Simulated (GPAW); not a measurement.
**FeO (Wuestite): relaxation of cell and atoms with PBEsol**

The system is FeO (Wuestite).

```
Fe O
1.0
     0.00000    2.15540    2.15540
     2.15540    0.00000    2.15540
     2.15540    2.15540    0.00000
Fe O
1 1
Direct
  0.00000 0.00000 0.00000
  0.50000 0.50000 0.50000
```

* Program: GPAW 26.7.0
* Task: relaxation of cell and atoms
* Functional: PBEsol
* Potentials or basis: PAW data sets generated in the run's folder for this functional
* Cutoff: 800 eV
* Basis: pw
* k mesh: 9 × 9 × 9
* Occupations: fermi-dirac, width 0.05 eV
* Spin: collinear spin, ferromagnetic start
* Starting moments: [3.0, 0.0] μB
* Maxiter: 150
* Optimizer: BFGS
* Fmax: 0.02 eV/Å
* Max steps: 60
* Convergence: density=1e-05 forces=0.0001

| Item | Value |
| --- | --- |
| Relaxed volume | 9.65 Å³/atom |
| Relaxed cell | a = 3.011 Å, b = 3.011 Å, c = 3.011 Å, α = 60.00°, β = 60.00°, γ = 60.00° |
| Space group after relaxing (to 0.05 Å) | Fm-3m (No. 225) |
| Energy gained by relaxing | 6.6 meV/atom |
| Ionic steps | 3 |
| Pressure after relaxing | 0.2 GPa |
| Band gap on the k mesh | none (metal or under the smearing width) |
| Net moment | 4.00 μB per cell |
| Site moments | Fe +3.53; O +0.24 μB |

Step by step:
| step | energy change (eV) | largest force (eV/Å) | pressure (GPa) | volume (Å³) |
| --- | --- | --- | --- | --- |
| 1 | 0.0000 | 0.0000 | -7.01 | 20.03 |
| 2 | -0.0064 | 0.0000 | -5.28 | 19.84 |
| 3 | -0.0131 | 0.0000 | 0.25 | 19.30 |

Final structure:
```
Fe O
1.0
     0.00000    2.12895    2.12895
     2.12895    0.00000    2.12895
     2.12895    2.12895    0.00000
Fe O
1 1
Direct
  0.00000 0.00000 0.00000
  0.50000 0.50000 0.50000
```

Levels at points of the mesh, in eV from the Fermi level:
Spin up:
| k point | band 5 | band 6 | band 7 | band 8 | band 9 | band 10 | band 11 | band 12 | band 13 |
| --- | --- | --- | --- | --- | --- | --- | --- | --- | --- |
| (0.00, 0.00, 0.00) | -3.89 | -3.89 | -3.89 | -3.63 | -3.63 | 0.10 | 15.25 | 17.09 | 17.09 |
Spin down:
```tsv
k point	band 1	band 2	band 3	band 4	band 5	band 6	band 7	band 8	band 9	band 10
(0.00, 0.00, 0.00)	-20.51	-3.45	-3.45	-3.45	-0.77	-0.77	-0.77	0.14	0.14	0.93
```

Wall time 64 s on 1 thread of Arm Neoverse V1 (shared host), peak memory 0.22 GiB.

Caveat: each step starts from the last one's moments, so a moment once lost doesn't come back; later steps reuse the first step's grids; a cell with one magnetic atom can't hold antiferromagnetic order, which such compounds often take; semilocal functionals often make such compounds metallic where correlation or magnetic order opens a gap, which also shifts bond lengths. With open d or f shells a metallic result of PBEsol can be an artefact of self-interaction; +U or a hybrid may open a gap.
